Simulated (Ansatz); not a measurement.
What DFT gives for Pb

```
Pb
1.0
     3.68136    0.00000    0.00000
    -1.84068    3.18816    0.00000
     0.00000    0.00000    5.91102
Pb
2
Direct
  0.33330 0.66670 0.25000
  0.66660 0.33330 0.75000
```

Method: PBE, no spin polarisation; PAW, plane waves to 420 eV, 11×11×6 Γ-centred mesh, fermi-dirac occupations (width 0.1 eV) (Ansatz 0.2.0), atoms fixed.

(1) Is the cell too large or too small?

(2) What happens at the Fermi level?

(3) What do density and ELF say about some of the short contacts?

Origin: a known structure type with other elements, at an estimated volume, so it need not be a known compound.

Results:

(1) The pressure is -2.8 GPa (compression positive), so with the atoms held at these fractions the cell would first shrink.

(2) It is a metal, with about 1.3 states/eV a cell as the mean within 0.25 eV of the Fermi level, mostly Pb p (90 %).

(3) Pb–Pb at 3.64 Å: least valence density 0.10 e/Å³ and ELF 0.20 there. These are pseudo-fields; inside the PAW spheres they differ from the all-electron ones.
